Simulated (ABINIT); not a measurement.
WS2 (Tungstenite):

```
CELL_PARAMETERS angstrom
3.18000 0.00000 0.00000
-1.59000 2.75396 0.00000
0.00000 0.00000 12.50000
ATOMIC_POSITIONS crystal
W 0.66667 0.33333 0.75000
W 0.33333 0.66667 0.25000
S 0.66667 0.33333 0.37500
S 0.33333 0.66667 0.87500
S 0.66667 0.33333 0.12500
S 0.33333 0.66667 0.62500
```

Base run:

```yaml
Program: ABINIT 10.8.3 (patched build)
Functional: PBEsol
Potentials_or_basis: JTH PAW PBE v2.0
Cutoff: 544 eV
k_mesh: 8 × 8 × 2
Occupations: fermi-dirac, width 0.05 eV
Spin: no spin polarisation
```

Its results: band gap on the k mesh 1.15 eV, indirect (least direct gap 2.18 eV); pressure -2.5 GPa; largest force 0.115 eV/Å.

Task: The run is repeated on the same cell with these changes: k mesh from 8 × 8 × 2 to 6 × 6 × 2. What comes out?

Result: Band gap on the k mesh 1.01 eV, indirect (least direct gap 1.72 eV); pressure -2.5 GPa; largest force 0.110 eV/Å.

Caveats: the PAW data sets were made with another functional, which shifts forces and pressure a little; spin-orbit coupling is left out, which moves the levels of the heavy elements; this functional lacks dispersion, which binds the layers, so the pressure and a relaxed spacing across them are unreliable.

A k mesh can miss the band edges.
